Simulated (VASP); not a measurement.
Write the native input for VASP 6.6.1 that does the following.

| Property | Result |
| --- | --- |
| Task | single point |
| Functional | PBEsol |
| Potentials or basis | VASP PAW PBE potentials, release 64 (Pt, Se) |
| Cutoff | 520 eV |
| k mesh | 8 × 8 × 5 |
| Occupations | fermi-dirac, width 0.05 eV |
| Spin | no spin polarisation |
| Ladder | free |
| Further INCAR settings | ALGO = Normal; EDIFF = 1e-07; NBANDS = 18 |

The structure of PtSe2 (Sudovikovite) lies in POSCAR:

```
PtSe2
1.0
    3.7240000000      0.0000000000      0.0000000000
   -1.8620000000      3.2250786037      0.0000000000
    0.0000000000      0.0000000000      5.0620000000
Pt Se
1 2
Direct
    0.0113330000      0.0226290000      0.0066020000
    0.6503450000      0.3313450000      0.7400010000
    0.3323820000      0.6551270000      0.2463110000
```

The cell isn't the ideal one: atoms moved at random, drawn with an rms of 0.05 Å.

One way to write it, as run:

INCAR

```
SYSTEM = PtSe2
  PREC = Accurate
  ENCUT = 520
  EDIFF = 1E-7
  ISMEAR = -1
  SIGMA = 0.05
  LREAL = .False.
  LASPH = .True.
  NELM = 60
  ALGO = Normal
  ISIF = 2
  LWAVE = .False.
  LCHARG = .False.
  GGA = PS
  NBANDS = 18
```

KPOINTS

```
regular mesh
0
Gamma
  8 8 5
  0 0 0
```

Potentials or basis: VASP PAW PBE potentials, release 64 (Pt, Se).

Run with:

```bash
$ cat potpaw_PBE.64/Pt/POTCAR potpaw_PBE.64/Se/POTCAR > POTCAR
$ mpirun -np 1 vasp_std > vasp.out
```

Results of the run:

```json
{
 "Pressure": "2.1 GPa",
 "Largest force": "1.978 eV/Å",
 "Band gap on the k mesh": "none (metal or under the smearing width)"
}
```

Caveat: the PAW data sets were made with another functional, which shifts forces and pressure a little.

Run time: 72 s on 1 thread of AMD EPYC 9R45 96-Core Processor (Zen 5) (shared host), peak memory 0.28 GiB.
